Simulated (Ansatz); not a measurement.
System: α-quartz-type GeO2 (metastable phase). Method: PBE0 (Ansatz, a first-principles code, plane waves, PAW).

Settings: plane-wave cutoff 500 eV, 6×6×4 k mesh (along the axes of the cell as run), gaussian smearing 0.02 eV, scalar-relativistic PAW data made under PBE.

Cell (relaxed with r²SCAN):

```yaml
crystal:
  lattice:
    - [2.49328, -4.31849, 0.00000]
    - [2.49328, 4.31849, 0.00000]
    - [0.00000, 0.00000, 5.67736]
  atoms:
    - { symbol: Ge, position: [0.00000, 0.45111, 0.33333] }
    - { symbol: Ge, position: [0.54889, 0.54889, 0.00000] }
    - { symbol: Ge, position: [0.45111, 0.00000, 0.66667] }
    - { symbol: O, position: [0.30323, 0.39613, 0.24345] }
    - { symbol: O, position: [0.60387, 0.90711, 0.91011] }
    - { symbol: O, position: [0.69677, 0.09289, 0.42322] }
    - { symbol: O, position: [0.90711, 0.60387, 0.08989] }
    - { symbol: O, position: [0.39613, 0.30323, 0.75655] }
    - { symbol: O, position: [0.09289, 0.69677, 0.57678] }
```

**Question.** Estimate the band gap that the calculation returns.

**Answer.** 
- band gap = 6.21 eV (on the SCF k mesh)

Note: cell and atoms aren't relaxed at this level (largest force component 0.12 eV/Å).

Spin–orbit coupling is not included.
